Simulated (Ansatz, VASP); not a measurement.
# La in VASP and in Ansatz

The input INCAR:

```
PREC = Accurate ; ENCUT = 520
EDIFF = 1E-6 ; ISMEAR = 0
SIGMA = 0.05 ; LREAL = F
LASPH = T ; NELM = 60
ALGO = Normal ; ISIF = 2
LWAVE = F ; LCHARG = F
GGA = PE ; NBANDS = 12
```

KPOINTS

```
Automatic mesh
0
Gamma
  6 6 6
```

The input POSCAR:

```
La
1.0
   -2.1111359528      2.1111359528      2.1111359528
    2.1111359528     -2.1111359528      2.1111359528
    2.1111359528      2.1111359528     -2.1111359528
La
1
Direct
    0.0000000000      0.0000000000      0.0000000000
```

Input for Ansatz:

```yaml
crystal:
  lattice:
    - [-2.1111359528, 2.1111359528, 2.1111359528]
    - [2.1111359528, -2.1111359528, 2.1111359528]
    - [2.1111359528, 2.1111359528, -2.1111359528]
  atoms:
    - { symbol: La, position: [0.0, 0.0, 0.0] }
basis:
  ecutwfc: 600
  ecutrho_ratio: 5
kpoints:
  mp_grid: { grid: [6, 6, 6] }
hamiltonian:
  xc: pbe
scf:
  occupations: { method: gaussian, width: 0.05 }
output:
  forces: true
  stress: true
  eigenvalues: true
```

Alike in both runs: task single point; functional PBE; k mesh 6 × 6 × 6; occupations gaussian, width 0.05 eV; no spin polarisation.

|  | VASP | Ansatz |
| --- | --- | --- |
| version | VASP 6.6.1 | Ansatz 0.2.0 |
| potentials or method | VASP PAW PBE potentials, release 64 (La) | scalar-relativistic, plane waves, PAW |
| plane-wave cutoff (eV) | 520 | 600 |
| valence electrons in the cell | 11 | 11 |

|  | VASP | Ansatz | Ansatz less VASP |
| --- | --- | --- | --- |
| gap on the k mesh at the Fermi level (eV) | none | none | - |
| pressure (GPa) | 1.0 | 1.0 | 0.00 |

A gap of «none» marks a metal or a gap that the smearing closes.

Spin-orbit coupling is left out, which matters for the levels of La.
